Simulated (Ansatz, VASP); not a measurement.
**Two plane-wave programs on AlN**

File INCAR:

```
PREC = Accurate
ENCUT = 520
EDIFF = 1E-6
ISMEAR = -1
SIGMA = 0.02
LREAL = F
LASPH = T
NELM = 60
ALGO = Normal
ISIF = 2
LWAVE = F
LCHARG = F
GGA = PE
NBANDS = 11
```

File KPOINTS:

```
Automatic mesh
0
Gamma
  10 10 10
```

POSCAR

```
AlN
1.0
    0.0000000000      2.0996231902      1.9631719216
    2.0996231902      0.0000000000      1.9631719216
    2.0996231902      2.0996231902      0.0000000000
Al N
1 1
Direct
    0.0000000000      0.0000000000      0.0000000000
    0.5000000000      0.5000000000      0.5000000000
```

Input for Ansatz:

```yaml
crystal:
  lattice:
    - [0.0, 2.0996231902, 1.9631719216]
    - [2.0996231902, 0.0, 1.9631719216]
    - [2.0996231902, 2.0996231902, 0.0]
  atoms:
    - { symbol: Al, position: [0.0, 0.0, 0.0] }
    - { symbol: "N", position: [0.5, 0.5, 0.5] }
kpoints:
  mp_grid: { grid: [10, 10, 10] }
  band_path:
    path:
      - [0.0, 0.0, 0.0]
      - [0.5, 0.0, 0.5]
      - [0.625, 0.25, 0.625]
      - [0.375, 0.375, 0.75]
      - [0.5, 0.5, 0.5]
      - [0.5, 0.25, 0.75]
      - [0.5, 0.5, 0.0]
    npoints: 1
hamiltonian:
  xc: pbe
scf:
  occupations: { method: fermi_dirac, width: 0.02 }
  n_extra_bands: 4
output:
  forces: true
  stress: true
  eigenvalues: true
```

Change from the starting cell: epitaxial_xy strain +4.0%.

Alike in both runs: task single point; functional PBE; k mesh 10 × 10 × 10; occupations fermi-dirac, width 0.02 eV; no spin polarisation.

|  | VASP | Ansatz |
| --- | --- | --- |
| version | VASP 6.6.1 | Ansatz 0.2.0 |
| potentials or method | VASP PAW PBE potentials, release 64 (Al, N) | plane waves, PAW |
| plane-wave cutoff (eV) | 520 | 420 |
| valence electrons in the cell | 8 | 8 |

VASP gave:

```
gap on the k mesh at the Fermi level (eV)       : 3.71
pressure (GPa)                                  : -4.5
largest component of the traceless stress (GPa) : 10.97
```

Question: Which values does Ansatz return?

Answer: gap on the k mesh at the Fermi level (eV): 3.74; pressure (GPa): -4.2; largest component of the traceless stress (GPa): 11.02.

A k mesh can miss the band edges.
